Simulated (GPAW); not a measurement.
Crystal: Hf.

```xyz
1
Lattice="2.9138 0.0000 0.0000 0.0000 2.9138 0.0000 0.0000 0.0000 2.9138" Properties=species:S:1:pos:R:3 pbc="T T T"
Hf    1.4569    1.4569    1.4569
```

The cell was built by a generator and needn't be a form met in nature.

Base run:

| Property | Result |
| --- | --- |
| Program | GPAW 26.7.0 |
| Functional | PW91 |
| Potentials or basis | PAW data sets generated in the run's folder for this functional |
| Cutoff | 600 eV |
| Basis | pw |
| k mesh | 9 × 9 × 9 |
| Occupations | fermi-dirac, width 0.05 eV |
| Spin | no spin polarisation |

Its results: band gap on the k mesh none (metal or under the smearing width); pressure 0.2 GPa.

Problem. After a change of settings the same cell gave: band gap on the k mesh none (metal or under the smearing width); pressure 3.4 GPa. Which change was it?
A. functional from PW91 to LDA; potentials or basis from PAW data sets generated in the run's folder for this functional to the program's PAW data sets (release 1.2.1) made for this functional
B. functional from PW91 to SCAN; potentials or basis from PAW data sets generated in the run's folder for this functional to GPAW PAW data sets (gpaw-data 1.2.1)
C. functional from PW91 to PBE; potentials or basis from PAW data sets generated in the run's folder for this functional to GPAW PAW data sets (gpaw-data 1.2.1)
D. functional from PW91 to BLYP

Solution. D.

BLYP binds less tightly than PW91, so the same cell stands under more pressure.
